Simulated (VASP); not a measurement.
# InSb (F-43m) in VASP: a series of runs

One crystal, InSb, is run at these levels: PBEsol, LDA; tasks: single point.

All numbers are computed with VASP 6.6.1; they aren't measurements. Logs are shortened: lines on timing, memory, paths and dates and some standing lists are left out, and cuts for length are marked.

**Measured values to compare with.**

From “Electronic Structure and Epitaxy of CdTe Shells on InSb Nanowires”, 2021, arxiv:2111.05126, for a bulk crystal of InSb: band gap 0.24 eV.

How close the calculation comes is told below.

### 1 The crystal as given

It takes space group F-43m (No. 216, cubic). Conventional cell: a = 6.478 Å, b = 6.478 Å, c = 6.478 Å, α = 90.00°, β = 90.00°, γ = 90.00°. In (site symmetry -43m) is surrounded by 4 Sb at 2.81 Å. Sb (site symmetry -43m) is surrounded by 4 In at 2.81 Å.

### 2 Single point, PBEsol

The input, INCAR:

```
SYSTEM = InSb
ALGO = Fast
EDIFF = 1E-6
ENCUT = 520
GGA = PS
ISIF = 2
ISMEAR = -1
KPAR = 4
LASPH = .True.
LCHARG = .False.
LREAL = .False.
LWAVE = .False.
NELM = 80
PREC = Accurate
SIGMA = 0.05
```

The input, KPOINTS:

```
k-points
0
Gamma
  8 8 8
  0 0 0
```

The input, POSCAR:

```
InSb
1.0
    0.0000000000      3.2391000000      3.2391000000
    3.2391000000      0.0000000000      3.2391000000
    3.2391000000      3.2391000000      0.0000000000
In Sb
1 1
Direct
    0.0000000000      0.0000000000      0.0000000000
    0.2500000000      0.2500000000      0.2500000000
```

Potentials or basis: VASP PAW PBE potentials, release 64 (In_d, Sb).

Command:

```sh
$ cat potpaw_PBE.64/In_d/POTCAR potpaw_PBE.64/Sb/POTCAR > POTCAR
$ mpirun -np 4 vasp_std > vasp.out
```

OUTCAR:

```text
SYSTEM = InSb
   EDIFF = 1E-6
   ENCUT = 520
   GGA = PS
   ISIF = 2
   ISMEAR = -1
   LASPH = .True.
   LREAL = .False.
   NELM = 80
   PREC = Accurate

 ion  position               nearest neighbor table
   1  0.000  0.000  0.000-   2 2.81   2 2.81   2 2.81   2 2.81
   2  0.250  0.250  0.250-   1 2.81   1 2.81   1 2.81   1 2.81

  LATTYP: Found a face centered cubic cell.
 ALAT       =     6.4782000000

  Lattice vectors:

 A1 = (   0.0000000000,   3.2391000000,   3.2391000000)
 A2 = (   3.2391000000,   0.0000000000,   3.2391000000)
 A3 = (   3.2391000000,   3.2391000000,   0.0000000000)

Analysis of symmetry for initial positions (statically):
=====================================================================
 Subroutine PRICEL returns:
 Original cell was already a primitive cell.

 Routine SETGRP: Setting up the symmetry group for a
 face centered cubic supercell.

 Subroutine GETGRP returns: Found 24 space group operations
 (whereof 24 operations were pure point group operations)
 out of a pool of 48 trial point group operations.

The static configuration has the point symmetry T_d .

Analysis of symmetry for dynamics (positions and initial velocities):
=====================================================================
 Subroutine PRICEL returns:
 Original cell was already a primitive cell.

 Routine SETGRP: Setting up the symmetry group for a
 face centered cubic supercell.

 Subroutine GETGRP returns: Found 24 space group operations
 (whereof 24 operations were pure point group operations)
 out of a pool of 48 trial point group operations.

The dynamic configuration has the point symmetry T_d .

 Subroutine INISYM returns: Found 24 space group operations
 (whereof 24 operations are pure point group operations),
 and found     1 'primitive' translations

----------------------------------------------------------------------------------------

                                     Primitive cell

  volume of cell :      67.9678

  direct lattice vectors                    reciprocal lattice vectors
     0.000000000  3.239100000  3.239100000    -0.154363867  0.154363867  0.154363867
     3.239100000  0.000000000  3.239100000     0.154363867 -0.154363867  0.154363867
     3.239100000  3.239100000  0.000000000     0.154363867  0.154363867 -0.154363867

  length of vectors
     4.580779150  4.580779150  4.580779150     0.267366060  0.267366060  0.267366060

  position of ions in fractional coordinates (direct lattice)
     0.000000000  0.000000000  0.000000000
     0.250000000  0.250000000  0.250000000

  ion indices of the primitive-cell ions
   primitive index   ion index
                 1           1
                 2           2

----------------------------------------------------------------------------------------

 KPOINTS: k-points

Automatic generation of k-mesh.
 Grid dimensions read from file:
 generate k-points for:    8    8    8

 Generating k-lattice:

  Cartesian coordinates                     Fractional coordinates (reciprocal lattice)
    -0.019295483  0.019295483  0.019295483     0.125000000  0.000000000  0.000000000
     0.019295483 -0.019295483  0.019295483     0.000000000  0.125000000  0.000000000
     0.019295483  0.019295483 -0.019295483     0.000000000  0.000000000  0.125000000

  Length of vectors
     0.033420757  0.033420757  0.033420757

  Shift w.r.t. Gamma in fractional coordinates (k-lattice)
     0.000000000  0.000000000  0.000000000

 Subroutine IBZKPT returns following result:
 ===========================================

 Found     29 irreducible k-points:

 Following reciprocal coordinates:
            Coordinates               Weight
  0.000000  0.000000  0.000000      1.000000
  0.125000  0.000000  0.000000      8.000000
  0.250000  0.000000  0.000000      8.000000
  0.375000  0.000000  0.000000      8.000000
  0.500000  0.000000  0.000000      4.000000
  0.125000  0.125000  0.000000      6.000000
[... 16 lines left out ...]
  0.500000  0.250000  0.125000     48.000000
 -0.375000  0.250000  0.125000     24.000000
 [... further k-points ...]
   k-points           NKPTS =     29   k-points in BZ     NKDIM =     29   number of bands    NBANDS=     13
   number of dos      NEDOS =    301   number of ions     NIONS =      2
   total plane-waves  NPLWV =  46656
   dimension x,y,z NGX =    36 NGY =   36 NGZ =   36
   dimension x,y,z NGXF=    72 NGYF=   72 NGZF=   72
   ions per type =               1   1
   NGX,Y,Z   is equivalent  to a cutoff of  13.07, 13.07, 13.07 a.u.
   NGXF,Y,Z  is equivalent  to a cutoff of  26.13, 26.13, 26.13 a.u.
 SYSTEM =  InSb
   PREC   = accura    normal or accurate (medium, high low for compatibility)
   ISTART =      0    job   : 0-new  1-cont  2-samecut
   ICHARG =      2    charge: 1-file 2-atom 10-const
   ISPIN  =      1    spin polarized calculation?
   LNONCOLLINEAR =      F non collinear calculations
   LSORBIT =      F    spin-orbit coupling
   LASPH  =      T    aspherical Exc in radial PAW
   ENCUT  =  520.0 eV  38.22 Ry    6.18 a.u.   8.52  8.52  8.52*2*pi/ulx,y,z
   NELM   =     80;   NELMIN=  2; NELMDL= -5     # of ELM steps
   EDIFF  = 0.1E-05   stopping-criterion for ELM
   LREAL  =      F    real-space projection
   EDIFFG = 0.1E-04   stopping-criterion for IOM
   NSW    =      0    number of steps for IOM
   IBRION =     -1    ionic relax: 0-MD 1-quasi-New 2-CG
   NFREE  =      0    steps in history (QN), initial steepest desc. (CG)
   ISIF   =      2    stress and relaxation
   ISYM   =      2    0-nonsym 1-usesym 2-fastsym
   POTIM  = 0.5000    time-step for ionic-motion
   TEBEG  =    0.0;   TEEND  =   0.0 temperature during run
   PSTRESS=    0.0 pullay stress
   NELECT =      18.0000    total number of electrons
   NUPDOWN=      -1.0000    fix difference up-down
   EMIN   =  10.00;   EMAX   =-10.00  energy-range for DOS
   EFERMI =   0.00;   METHOD = LEGACY
   ISMEAR =    -1;   SIGMA  =   0.05  broadening in eV -4-tet -1-fermi 0-gaus
   EFERMI_NEDOS =   21; number of points for ismear=-14 and -15
   IALGO  =     68    algorithm
   IMIX   =      4    mixing-type and parameters
     AMIX     =   0.40;   BMIX     =  1.00
     AMIX_MAG =   1.60;   BMIX_MAG =  1.00
  volume/ion in A,a.u.               =      33.98       229.33
  Fermi-wavevector in a.u.,A,eV,Ry     =   1.051311  1.986690 15.037912  1.105255
  Thomas-Fermi vector in A             =   2.186349
   LORBIT       =      0    0 simple, 1 ext, 2 COOP (PROOUT), +10 PAW based schemes
   GGA     = PS    functional components
   LHFCALC =     F    Hartree Fock is set to
   AEXX    =    0.0000 exact exchange contribution
   IVDW    =     0    specifies the selected vdW correction
   LEPSILON=     F    determine dielectric tensor
   LRPA    =     F    only Hartree local field effects (RPA)
 non-spin polarized calculation
 RMM-DIIS sequential band-by-band and
  energy-cutoff  :      520.00
  volume of cell :       67.97
 maximum number of plane-waves:      1850
 NGX is ok and might be reduce to    36
   NGX = 17   NGY = 17   NGZ = 17

 number of electron      17.9999993 magnetization

 Free energy of the ion-electron system (eV)
  ---------------------------------------------------
  ext. energy  EPLUGINS =         0.00000000
  ---------------------------------------------------
  free energy    TOTEN  =        -7.69223805 eV

  energy without entropy =       -7.69172608  energy(sigma->0) =       -7.69198206

 E-fermi :   5.0122     XC(G=0):  -8.8697

 val. band max:        4.9678405031   @ k =   0.0000   0.0000   0.0000
 cond. band min:       5.4387941273   @ k =   0.5000   0.0000   0.0000
 fundamental gap:      0.4709536242
 Fermi energy:         5.0122165896

 k-point     1 :       0.0000    0.0000    0.0000
  band No.  band energies     occupation
      1      -9.5780      2.00000
      2      -9.5780      2.00000
      3      -9.5780      2.00000
      4      -9.4913      2.00000
      5      -9.4913      2.00000
      6      -5.7840      2.00000
      7       4.7084      1.99542
      8       4.9678      1.41676
      9       4.9678      1.41676
     10       4.9678      1.41676
     11       7.8972      0.00000
     12       7.8972      0.00000
     13       7.8972      0.00000

 k-point     2 :       0.1250    0.0000    0.0000
  band No.  band energies     occupation
      1      -9.5854      2.00000
      2      -9.5747      2.00000
      3      -9.5747      2.00000
      4      -9.4916      2.00000
      5      -9.4916      2.00000
      6      -5.6416      2.00000
      7       3.0787      2.00000
      8       4.7571      1.98791
      9       4.7571      1.98791
     10       5.8578      0.00000
     11       8.1868      0.00000
     12       8.1868      0.00000
     13       8.2560      0.00000

 k-point     3 :       0.2500    0.0000    0.0000
  band No.  band energies     occupation
      1      -9.6030      2.00000
      2      -9.5674      2.00000
      3      -9.5674      2.00000
      4      -9.4915      2.00000
      5      -9.4915      2.00000
      6      -5.2418      2.00000
      7       1.3170      2.00000
      8       4.3651      2.00000
      9       4.3651      2.00000
     10       5.7760      0.00000
     11       8.6349      0.00000
     12       8.6349      0.00000
     13       9.6361      0.00000
[... 305 lines left out ...]
 k-point    23 :       0.5000    0.2500    0.1250
  band No.  band energies     occupation
      1      -9.6325      2.00000
      2      -9.5546      2.00000
      3      -9.5498      2.00000
      4      -9.4972      2.00000
      5      -9.4884      2.00000
      6      -4.4025      2.00000
      7      -0.1832      2.00000
      8       2.4145      2.00000
      9       3.4793      2.00000
     10       7.2366      0.00000
     11       8.3002      0.00000
     12       9.3753      0.00000
     13      10.5281      0.00000

 k-point    24 :      -0.3750    0.2500    0.1250
  band No.  band energies     occupation
      1      -9.6369      2.00000
      2      -9.5535      2.00000
      3      -9.5474      2.00000
      4      -9.4956      2.00000
      5      -9.4896      2.00000
      6      -4.1276      2.00000
      7      -0.6556      2.00000
      8       2.2644      2.00000
      9       3.3153      2.00000
     10       7.1897      0.00000
     11       8.3406      0.00000
     12      10.0011      0.00000
     13      11.0749      0.00000

 [... further k-points ...]

------------------------ aborting loop because EDIFF is reached ----------------------------------------

  FORCE on cell =-STRESS in cart. coord.  units (eV):
  Direction    XX          YY          ZZ          XY          YZ          ZX
  --------------------------------------------------------------------------------------
  -------------------------------------------------------------------------------------
  Total        0.4040683      0.4040683      0.4040683      0.0000000     -0.0000000     -0.0000000
  in kB        9.5249407      9.5249407      9.5249407      0.0000000     -0.0000000     -0.0000000
  external PRESSURE =       9.5249407 kB  Pullay stress =       0.0000000 kB

 VOLUME and BASIS-vectors are now :
 -----------------------------------------------------------------------------
  energy-cutoff  :      520.00
  volume of cell :       67.97
      direct lattice vectors                 reciprocal lattice vectors
     0.000000000  3.239100000  3.239100000    -0.154363867  0.154363867  0.154363867
     3.239100000  0.000000000  3.239100000     0.154363867 -0.154363867  0.154363867
     3.239100000  3.239100000  0.000000000     0.154363867  0.154363867 -0.154363867

 POSITION                                       TOTAL-FORCE (eV/Angst)
 -----------------------------------------------------------------------------------
      0.00000      0.00000      0.00000         0.000000      0.000000     -0.000000
      1.61955      1.61955      1.61955        -0.000000     -0.000000      0.000000
 -----------------------------------------------------------------------------------
    total drift:                               -0.000000     -0.000000     -0.000000

  FREE ENERGIE OF THE ION-ELECTRON SYSTEM (eV)
  ---------------------------------------------------
  free  energy   TOTEN  =        -7.6922380509 eV

  energy  without entropy=       -7.6917260778  energy(sigma->0) =       -7.69198206
```

Wall time 14 s (4 MPI ranks of Intel Xeon Platinum 8488C (Sapphire Rapids), shared host); peak memory 0.2 GiB.

What came out:

```
Free energy            : -7.6922 eV
Pressure               : 1.0 GPa
Band gap on the k mesh : none (metal or under the smearing width)
```

Levels at points of the mesh, in eV from the Fermi level:
| k point | band 5 | band 6 | band 7 | band 8 | band 9 | band 10 | band 11 | band 12 | band 13 |
| --- | --- | --- | --- | --- | --- | --- | --- | --- | --- |
| (0.00, 0.00, 0.00) | -14.50 | -10.80 | -0.30 | -0.04 | -0.04 | -0.04 | 2.88 | 2.88 | 2.88 |
| (0.50, 0.00, 0.00) | -14.50 | -9.42 | -5.70 | -1.06 | -1.06 | 0.43 | 3.73 | 3.73 | 5.91 |
| (0.50, 0.50, 0.00) | -14.49 | -8.81 | -6.00 | -2.33 | -2.33 | 1.21 | 1.22 | 8.08 | 8.08 |

Caveat: the PAW data sets were made with another functional, which shifts forces and pressure a little; this crystal is a semiconductor, whose small gap the functional closes, so the metal is an error of the method. The run has no spin-orbit coupling, so splittings on Sb are missing.

### 3 Single point, LDA

INCAR, as its differences from that of step 2:

```diff
@@ -3,4 +3,3 @@
 EDIFF = 1E-6
-ENCUT = 520
-GGA = PS
+ENCUT = 300
 ISIF = 2
```

The input, KPOINTS:

```
k-points
0
Gamma
  4 4 4
  0 0 0
```

POSCAR is that of step 2.

Potentials or basis: VASP PAW LDA potentials, release 64 (In_d, Sb).

Command:

```sh
$ cat potpaw_LDA.64/In_d/POTCAR potpaw_LDA.64/Sb/POTCAR > POTCAR
$ mpirun -np 4 vasp_std > vasp.out
```

OUTCAR:

```text
SYSTEM = InSb
   EDIFF = 1E-6
   ENCUT = 300
   ISIF = 2
   ISMEAR = -1
   LASPH = .True.
   LREAL = .False.
   NELM = 80
   PREC = Accurate

 ion  position               nearest neighbor table
   1  0.000  0.000  0.000-   2 2.81   2 2.81   2 2.81   2 2.81
   2  0.250  0.250  0.250-   1 2.81   1 2.81   1 2.81   1 2.81

  LATTYP: Found a face centered cubic cell.
 ALAT       =     6.4782000000

  Lattice vectors:

 A1 = (   0.0000000000,   3.2391000000,   3.2391000000)
 A2 = (   3.2391000000,   0.0000000000,   3.2391000000)
 A3 = (   3.2391000000,   3.2391000000,   0.0000000000)

[... 295 lines left out ...]

  FORCE on cell =-STRESS in cart. coord.  units (eV):
  Direction    XX          YY          ZZ          XY          YZ          ZX
  --------------------------------------------------------------------------------------
  -------------------------------------------------------------------------------------
  Total       -0.0727057     -0.0727057     -0.0727057      0.0000000      0.0000000     -0.0000000
  in kB       -1.7138627     -1.7138627     -1.7138627      0.0000000      0.0000000     -0.0000000
  external PRESSURE =      -1.7138627 kB  Pullay stress =       0.0000000 kB

 VOLUME and BASIS-vectors are now :
 -----------------------------------------------------------------------------
  energy-cutoff  :      300.00
  volume of cell :       67.97
      direct lattice vectors                 reciprocal lattice vectors
     0.000000000  3.239100000  3.239100000    -0.154363867  0.154363867  0.154363867
     3.239100000  0.000000000  3.239100000     0.154363867 -0.154363867  0.154363867
     3.239100000  3.239100000  0.000000000     0.154363867  0.154363867 -0.154363867

 POSITION                                       TOTAL-FORCE (eV/Angst)
 -----------------------------------------------------------------------------------
      0.00000      0.00000      0.00000        -0.000000     -0.000000     -0.000000
      1.61955      1.61955      1.61955         0.000000      0.000000      0.000000
 -----------------------------------------------------------------------------------
    total drift:                               -0.000001     -0.000001     -0.000001

  FREE ENERGIE OF THE ION-ELECTRON SYSTEM (eV)
  ---------------------------------------------------
  free  energy   TOTEN  =        -8.0602463872 eV

  energy  without entropy=       -8.0572207577  energy(sigma->0) =       -8.05873357
```

Run time: 5.6 s. Hardware: 4 MPI ranks of Intel Xeon Platinum 8488C (Sapphire Rapids), shared host; peak memory 0.12 GiB.

Results:

* Free energy: -8.0602 eV
* Pressure: -0.2 GPa
* Band gap on the k mesh: none (metal or under the smearing width)

Levels at points of the mesh, in eV from the Fermi level:
| k point | band 5 | band 6 | band 7 | band 8 | band 9 | band 10 | band 11 | band 12 | band 13 |
| --- | --- | --- | --- | --- | --- | --- | --- | --- | --- |
| (0.00, 0.00, 0.00) | -14.52 | -10.81 | -0.41 | -0.03 | -0.03 | -0.03 | 2.85 | 2.85 | 2.85 |
| (0.50, 0.00, 0.00) | -14.52 | -9.44 | -5.73 | -1.05 | -1.05 | 0.37 | 3.71 | 3.71 | 5.87 |
| (0.50, 0.50, 0.00) | -14.51 | -8.82 | -6.04 | -2.32 | -2.32 | 1.18 | 1.19 | 7.99 | 8.00 |

Caveat: the k mesh is coarse (spacing up to 0.42 Å⁻¹), so the values aren't converged; this crystal is a semiconductor, whose small gap the functional closes, so the metal is an error of the method. Spin-orbit coupling is left out, which matters for the levels of Sb.

### 4 Comparison with measurements

Step 2. A measured gap of InSb is 0.24 eV (quoted in “Electronic Structure and Epitaxy of CdTe Shells on InSb Nanowires”, 2021, arxiv:2111.05126); the calculated 0.00 eV misses it by -0.24 eV. Spin-orbit coupling on In, Sb is left out. The value is that of PBEsol on a finite k mesh, which can miss the band edges, without temperature or zero-point motion. Semilocal functionals fall short of measured gaps as a rule.
